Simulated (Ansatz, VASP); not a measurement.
**One calculation of FeNi3, two programs**

```
Fe Ni
1.0
     3.47135    0.00000    0.00000
     0.00000    3.47135    0.00000
     0.00000    0.00000    3.47135
Fe Ni
1 3
Direct
  0.00000 0.00000 0.00000
  0.00000 0.50000 0.50000
  0.50000 0.00000 0.50000
  0.50000 0.50000 0.00000
```

Alike in both runs: task single point; functional PBE; k mesh 12 × 12 × 12; occupations gaussian, width 0.1 eV; collinear spin.

```csv
,VASP,Ansatz
version,VASP 6.6.1,Ansatz 0.2.0
potentials or method,"VASP PAW PBE potentials, release 64 (Fe, Ni)","scalar-relativistic, plane waves, PAW"
plane-wave cutoff (eV),520,420
valence electrons in the cell,38,70
```

Ansatz gave:

```
gap on the k mesh at the Fermi level (eV)                     : none
pressure (GPa)                                                : 14.2
net moment per atom (μB)                                      : 1.19
size of the moment on the site where the two differ most (μB) : 0.69
```

Task: What did VASP give for the same quantities?

Result: gap on the k mesh at the Fermi level (eV): none; pressure (GPa): 13.8; net moment per atom (μB): 1.18; size of the moment on the site where the two differ most (μB): 0.63.

Site moments also hang on the region over which each program counts them. A gap of «none» marks a metal or a gap that the smearing closes. The functional is the same, so the differences come from potentials, cutoffs and numerics. The two sets of potentials don't hold the same shells in valence.
